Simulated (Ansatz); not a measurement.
**Relaxation path: GaSb (rocksalt type)**

DFT, r2SCAN, PAW with Ansatz's default frozen-core files, scalar-relativistic (Ansatz 0.2.0); a Γ-centred 12×12×12 k mesh, Fermi–Dirac smearing of 0.05 eV, no spin polarisation. The run relaxes cell and atoms at a target pressure of 0 GPa.

Command: `ansatz run input.yaml --threads 1 --pin off --max-ram 2048MiB --backend cpu --events-out ev --progress --plain --runs-dir out` It took 14 s on 1 thread of Intel(R) Xeon(R) 6975P-C (Granite Rapids), with other jobs on the host, peak memory 0.56 GiB.

```yaml
crystal:
  lattice:
    - [0.0, 2.7216090333, 2.7216090333]
    - [2.7216090333, 0.0, 2.7216090333]
    - [2.7216090333, 2.7216090333, 0.0]
  atoms:
    - { symbol: Ga, position: [0.0, 0.0, 0.0] }
    - { symbol: Sb, position: [0.5, 0.5, 0.5] }
kpoints:
  mp_grid: { grid: [12, 12, 12] }
scf:
  occupations: { method: fermi_dirac, width: 0.05 }
hamiltonian:
  xc: r2scan
  pseudopotentials: { kind: paw }
output:
  forces: true
  stress: true
relax:
  f_tol: 0.005
  max_steps: 40
  cell: {}
```

Each step lists its free energy a cell above the last geometry, the pressure, the cell vectors (Å), and Cartesian positions (Å) with forces (eV/Å).

The first step:

```
step 1  dF = 271.67 meV  P = 14.72 GPa
  cell 0.0000 2.7216 2.7216  2.7216 0.0000 2.7216  2.7216 2.7216 0.0000
  Ga 0.0000 0.0000 0.0000   0.0000 0.0000 0.0000
  Sb 2.7216 2.7216 2.7216   0.0000 0.0000 0.0000
```

Spin–orbit coupling is left out, which matters for the heavy atoms. The PAW files were made under PBE.

Q: Where does the relaxation end, and by which steps?

A: After 4 geometries, with conventional a, b, c = 5.738, 5.738, 5.738 Å, at 23.619 Å³/atom (+17.16 % against the start) in space group Fm-3m, with a shortest distance of 2.869 Å. The further steps:
```
step 2  dF = 2.18 meV  P = 1.04 GPa
  cell 0.0000 2.8543 2.8543  2.8543 0.0000 2.8543  2.8543 2.8543 0.0000
  Ga 0.0000 0.0000 0.0000   0.0000 0.0000 0.0000
  Sb 2.8543 2.8543 2.8543   0.0000 0.0000 0.0000
step 3  dF = 0.11 meV  P = 0.26 GPa
  cell 0.0000 2.8654 2.8654  2.8654 0.0000 2.8654  2.8654 2.8654 0.0000
  Ga 0.0000 0.0000 0.0000   0.0000 0.0000 0.0000
  Sb 2.8654 2.8654 2.8654   0.0000 0.0000 0.0000
step 4  dF = 0.00 meV  P = 0.01 GPa
  cell 0.0000 2.8691 2.8691  2.8691 0.0000 2.8691  2.8691 2.8691 0.0000
  Ga 0.0000 0.0000 0.0000   0.0000 0.0000 0.0000
  Sb 2.8691 2.8691 2.8691   0.0000 0.0000 0.0000
step 5  dF = -2.32 meV  P = 0.04 GPa  (same geometry on a basis chosen anew; earlier energies don't compare to the last digit)
  cell 0.0000 2.8691 2.8691  2.8691 0.0000 2.8691  2.8691 2.8691 0.0000
  Ga 0.0000 0.0000 0.0000   0.0000 0.0000 0.0000
  Sb 2.8691 2.8691 2.8691   0.0000 0.0000 0.0000
```
